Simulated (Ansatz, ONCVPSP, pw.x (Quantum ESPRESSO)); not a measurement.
Equation-of-state test of one ONCV potential (gallium)

```
Element                 : Ga
Generator               : ONCVPSP 4.0.1.1 (patched build)
Type                    : optimised norm-conserving Vanderbilt (ONCV)
Functional              : PBE
Relativity              : scalar-relativistic
Frozen core             : [Ar] 3d10
Valence charge          : 3
Reference configuration : 4s1 (charge +2)
Partial waves           : 4s: rc 1.95 bohr, ncon 3, nbas 8, qcut 3.7 1/bohr, 2 projectors, debl 1 Ha; p scattering state at 0.33 Ha: rc 1.65 bohr, ncon 4, nbas 8, qcut 5.6 1/bohr, 1 projector
Local potential         : polynomial inside 1.25 bohr (lpopt 1, dvloc0 0 Ha)
Core correction         : polynomial model core, fcfact 0.45
```

In the p channel the program set the typed energies aside and used 0.050 Ha.

Atomic tests: cutoffs needed: 6.6 Ha and 33 Ha (the cutoffs (Ha) at which the residual kinetic energy of the hardest occupied pseudo-wave falls to 1 and 0.1 mHa per electron); ghost test: no bound ghost flagged; GHOST(+) flagged for s at 64.0 eV; largest excitation error: +283 meV (all-electron minus pseudo) for 4s0 4p3, out of 4 test configurations.

Crystal test: fcc Ga in pw.x 7.5, no spin, 13³ k-points, Fermi–Dirac smearing 0.01 Ry, cutoffs 80/320 Ry. The reference is all-electron LAPW (Ansatz 0.2.0) with the same functional, mesh and smearing; V0 and B0 come from Birch–Murnaghan fits to the pressures at five volumes. Errors are pseudo minus all-electron; Δ is the rms difference of the E(V) curves that follow from these fits, minima aligned, over ±6 % about the mean V0. Mesh and smearing are coarse, so the numbers serve the comparison and aren't converged zero-temperature values; the lattice is a test structure that the element need not adopt.

```json
{"V (Å³/atom)": "18.074", "P all-electron (GPa)": "2.74", "P pseudo (GPa)": "-15.98"}
{"V (Å³/atom)": "18.549", "P all-electron (GPa)": "1.23", "P pseudo (GPa)": "-15.84"}
{"V (Å³/atom)": "19.025", "P all-electron (GPa)": "-0.07", "P pseudo (GPa)": "-15.66"}
{"V (Å³/atom)": "19.501", "P all-electron (GPa)": "-1.20", "P pseudo (GPa)": "-15.47"}
{"V (Å³/atom)": "19.976", "P all-electron (GPa)": "-2.17", "P pseudo (GPa)": "-15.26"}
```

All-electron: a0 = 4.236 Å (V0 = 19.00 Å³/atom), B0 = 48.8 GPa.

Pseudopotential: mean pressure error (GPa): -15.75. The pressure does not cross zero within the volumes sampled, so no fit is given. This is a poor potential for the solid. The pseudo pressure rises with volume over the whole range, a mechanical instability.

**Question.** At the middle volume, how do free energy and pressure move when the wave cutoff is lowered (ecutrho kept at four times it)?

**Answer.**

```
cutoff (Ry)  shift of F (meV/atom)  shift of P (GPa)
         36                   +4.1             -0.05
         48                   +2.1             +0.01
         64                   +0.6             -0.03
```

The run at the middle volume (84 k-points, 8 iterations) took about 28 s on one core of a shared host (Neoverse-N1, 64 threads, 124 GiB, load 59).
